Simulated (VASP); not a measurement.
**SnO2: relaxation of cell and atoms with PBEsol**

SnO2:

```
CELL_PARAMETERS angstrom
4.73800 0.00000 0.00000
0.00000 4.73800 0.00000
0.00000 0.00000 3.18650
ATOMIC_POSITIONS crystal
Sn 0.00000 0.00000 0.00000
Sn 0.50000 0.50000 0.50000
O 0.30710 0.30710 0.00000
O 0.19290 0.80710 0.50000
O 0.69290 0.69290 0.00000
O 0.80710 0.19290 0.50000
```

| Property | Result |
| --- | --- |
| Program | VASP 6.6.1 |
| Task | relaxation of cell and atoms |
| Functional | PBEsol |
| Potentials or basis | VASP PAW PBE potentials, release 64 (Sn_d, O) |
| Cutoff | 600 eV |
| k mesh | 6 × 6 × 8 |
| Occupations | gaussian, width 0.03 eV |
| Spin | no spin polarisation |
| Further INCAR settings | ALGO = Normal; EDIFF = 1e-06; IBRION = 2; EDIFFG = -0.01; NSW = 90; ISIF = 3 |

```json
{
 "Relaxed volume": "12.20 Å³/atom",
 "Relaxed cell": "a = 4.771 Å, b = 4.771 Å, c = 3.217 Å, α = 90.00°, β = 90.00°, γ = 90.00°",
 "Space group after relaxing (to 0.05 Å)": "P4_2/mnm (No. 136)",
 "Energy gained by relaxing": "5.0 meV/atom",
 "Ionic steps": "5",
 "Pressure after relaxing": "0.0 GPa",
 "Largest force after relaxing": "0.008 eV/Å",
 "Band gap on the k mesh": "0.89 eV, direct"
}
```

Forces in eV/Å, atoms in the order of the input:
```
Sn   0.000  0.000  0.000
Sn   0.000  0.000  0.000
O   -0.006 -0.006  0.000
O    0.006 -0.006  0.000
O    0.006  0.006  0.000
O   -0.006  0.006  0.000
```

The path:
| step | energy change (eV) | largest force (eV/Å) | pressure (GPa) | volume (Å³) |
| --- | --- | --- | --- | --- |
| 1 | 0.0000 | 0.2277 | 5.24 | 71.53 |
| 2 | 0.0238 | 0.2179 | -6.26 | 75.64 |
| 3 | -0.0302 | 0.0171 | -0.05 | 73.24 |
| 4 | -0.0302 | 0.0212 | 0.10 | 73.21 |
| 5 | -0.0302 | 0.0080 | 0.05 | 73.21 |

Final structure:
```cif
data_structure
_symmetry_space_group_name_H-M 'P 1'
_symmetry_Int_Tables_number 1
_cell_length_a 4.7706
_cell_length_b 4.7706
_cell_length_c 3.2166
_cell_angle_alpha 90.000
_cell_angle_beta 90.000
_cell_angle_gamma 90.000
_cell_volume 73.21
loop_
_atom_site_label
_atom_site_type_symbol
_atom_site_fract_x
_atom_site_fract_y
_atom_site_fract_z
_atom_site_occupancy
Sn1 Sn 0.00000 0.00000 0.00000 1
Sn2 Sn 0.50000 0.50000 0.50000 1
O1 O 0.30630 0.30630 0.00000 1
O2 O 0.19370 0.80630 0.50000 1
O3 O 0.69370 0.69370 0.00000 1
O4 O 0.80630 0.19370 0.50000 1
```

Levels at points of the mesh, in eV from the valence-band top:
```csv
k point,band 22,band 23,band 24,band 25,band 26,band 27,band 28,band 29,band 30,band 31
"(0.00, 0.00, 0.00)",-1.27,-1.27,-0.78,-0.78,0.00,0.89,5.82,6.02,6.02,10.15
"(0.50, 0.00, 0.00)",-1.98,-1.23,-1.23,-0.63,-0.63,4.11,4.11,6.78,6.78,10.62
"(0.50, 0.50, 0.00)",-1.98,-1.35,-1.35,-0.89,-0.89,4.50,4.50,7.21,7.21,10.67
"(0.00, 0.00, 0.50)",-2.65,-1.64,-1.64,-1.24,-1.24,5.84,5.84,9.42,9.42,10.33
"(0.50, 0.00, 0.50)",-1.74,-1.08,-1.08,-0.73,-0.73,6.12,6.12,7.72,7.72,10.66
"(0.50, 0.50, 0.50)",-2.44,-0.96,-0.96,-0.82,-0.82,4.53,4.53,8.60,8.60,10.66
```

It took 3.3 min on 4 MPI ranks on Intel(R) Xeon(R) Platinum 8375C CPU @ 2.90GHz (Ice Lake), with other jobs on the host, peak memory 0.28 GiB a rank.

Caveat: the PAW data sets were made with another functional, which shifts forces and pressure a little; spin-orbit coupling is left out, which moves the levels of the heavy elements. Zero-point motion and thermal expansion aren't in these numbers.
